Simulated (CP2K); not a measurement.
Runs of CP2K 2026.2 on Ga. It takes space group P2_1/m (No. 11, monoclinic). Conventional cell: a = 2.778 Å, b = 3.282 Å, c = 4.210 Å, α = 90.00°, β = 108.61°, γ = 90.00°. Around Ga (site symmetry m) lie 8 Ga at 2.71 to 2.84 Å. This isn't the form of Ga at room conditions, which is orthorhombic.

```csv
potentials or basis,basis sets,potentials,ADDED_MOS,gap on the mesh (eV),pressure (GPa),largest force (eV/Å)
POTENTIAL_UZH Ga GTH-PBE-q13; DZVP-MOLOPT-PBE-GTH basis,Ga DZVP-MOLOPT-PBE-GTH-q13,Ga GTH-PBE-q13 of POTENTIAL_UZH,[10],none,4.3,0.35
POTENTIAL_UZH Ga GTH-PBE-q13; TZVP-MOLOPT-PBE-GTH basis,Ga TZVP-MOLOPT-PBE-GTH-q13,Ga GTH-PBE-q13 of POTENTIAL_UZH,[10],none,4.0,0.35
GTH_POTENTIALS Ga GTH-PBE-q13; SZV-MOLOPT-SR-GTH basis,Ga SZV-MOLOPT-SR-GTH-q13,Ga GTH-PBE-q13 of GTH_POTENTIALS,[5],none,(a),0.62
GTH_POTENTIALS Ga GTH-PBE-q13; DZVP-MOLOPT-SR-GTH basis,Ga DZVP-MOLOPT-SR-GTH-q13,Ga GTH-PBE-q13 of GTH_POTENTIALS,[10],none,4.0,0.33
POTENTIAL_UZH Ga GTH-PBE-q13; TZV2P-MOLOPT-PBE-GTH basis,Ga TZV2P-MOLOPT-PBE-GTH-q13,Ga GTH-PBE-q13 of POTENTIAL_UZH,[10],none,4.0,0.35
```

Alike in all rows: task single point; level PBE; no spin polarisation; cell as given; k mesh 10 × 8 × 7; smearing fermi-dirac 0.05 eV.

Problem. Estimate the missing entries.

Solution. (a) 7.2.

Caveats: the basis of atomic orbitals isn't converged, which shifts pressures, moduli and gaps; a minimal basis gives rough bond lengths, pressures and levels (some runs).

A k mesh can miss the band edges, and the runs leave out spin-orbit coupling on Ga.

A gap of «none» marks a metal or a gap under the smearing width.
